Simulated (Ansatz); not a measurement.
**Equation of state of Zr$_{3}$O**

A database entry relaxed whole under r2SCAN (P6_322):

```yaml
crystal:
  lattice:
    - [5.65172, 0.00000, 0.00000]
    - [-2.82586, 4.89453, 0.00000]
    - [0.00000, 0.00000, 5.20014]
  atoms:
    - { symbol: Zr, position: [0.34050, 0.00000, 0.00000] }
    - { symbol: Zr, position: [0.34050, 0.34050, 0.50000] }
    - { symbol: Zr, position: [0.00000, 0.34050, 0.00000] }
    - { symbol: Zr, position: [0.65950, 0.00000, 0.50000] }
    - { symbol: Zr, position: [0.65950, 0.65950, 0.00000] }
    - { symbol: Zr, position: [0.00000, 0.65950, 0.50000] }
    - { symbol: O, position: [0.33333, 0.66667, 0.25000] }
    - { symbol: O, position: [0.66667, 0.33333, 0.75000] }
```

The cell was scaled uniformly, its shape held, and the atoms relaxed at each volume with plane-wave PAW DFT (Ansatz 0.2.0; r2SCAN, 500 eV, 7×7×7 Γ-centred mesh, fermi-dirac occupations of width 0.100 eV; no spin, no spin-orbit coupling). One row is withheld.

```tsv
volume (Å³/atom)	energy over the lowest (meV/atom)	pressure (GPa)
16.902	30.3	9.72
17.262	12.8	6.17
17.621	3.0	2.94
17.981	0.0	0.00
18.341	?	?
18.700	12.4	-5.05
19.060	26.5	-7.25
```

Fit the pressures of the other rows to the third-order Birch-Murnaghan form.

With f = [(V₀/V)^(2/3) − 1]/2 and P = 3B₀f(1 + 2f)^(5/2)[1 + 3(B₀′ − 4)f/2], least squares gives V₀ = 17.98 Å³ an atom, B₀ = 139 GPa and B₀′ = 3.9; the rows miss the fit by 0.01 GPa. The slope of the energies differs from these pressures by 0.16 GPa, since they are taken to zero smearing while pressures follow the free energy.

What does the withheld row hold?

The fit gives -2.65 GPa at 18.341 Å³; the run gave -2.65 GPa and 3.3 meV an atom.

Caveats: the shape of the cell was held, so B₀ is an upper bound where the axes differ in stiffness; 0 K, fixed nuclei; the symmetry was kept, and this need not be the phase that is stable at 0 K; one mesh for all volumes; pressure is positive in compression.
